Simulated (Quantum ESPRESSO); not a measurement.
**KBr under changes of volume**

One of the cells (35.937 Å³/atom); the others are scaled copies at fixed shape and fractional positions:

```xyz
2
Lattice="0.0000 3.3000 3.3000 3.3000 0.0000 3.3000 3.3000 3.3000 0.0000" Properties=species:S:1:pos:R:3 pbc="T T T"
Br    3.3000    3.3000    3.3000
K     0.0000    0.0000    0.0000
```

* Program: Quantum ESPRESSO 7.5
* Functional: r2SCAN
* Potentials or basis: SG15 PBE 1.2
* Cutoff: 952 eV
* Density cutoff: 3810 eV
* k mesh: 5 × 5 × 5
* Occupations: fermi-dirac, width 0.05 eV
* Spin: no spin polarisation

```tsv
volume (Å³/atom)	energy over the lowest point (meV/atom)	pressure (GPa)	gap on the mesh (eV)
33.781	8.54	1.3	5.14
34.500	3.91	0.8	5.08
35.218	1.13	0.4	5.02
35.937	0.00	0.1	4.96
36.656	0.32	-0.2	4.91
37.374	1.94	-0.5	4.86
38.093	?	?	?
```

What does the run at 38.093 Å³/atom give?

Energy over the lowest point 4.71 meV/atom; pressure -0.7 GPa; gap on the mesh 4.81 eV.

Worked out: A Birch-Murnaghan fit of order 3 (a polynomial in V^(-2/3)) to the other rows has its minimum at 36.13 Å³/atom with B0 = V·E''(V) = 15.8 GPa and B' = 5.0. It gives 4.71 meV/atom at 38.093 Å³/atom, against the run's 4.71, and -dE/dV = -0.7 GPa, against -0.7. A straight line through the other rows of the gap, of slope -2.79 eV per unit of ln V (its deformation potential), extrapolates to 4.80 eV, against the run's 4.81.

Energies are extrapolated to zero smearing.

Caveats: the potentials were made for another functional, which shifts forces and pressure.

Spin-orbit coupling on Br is left out.
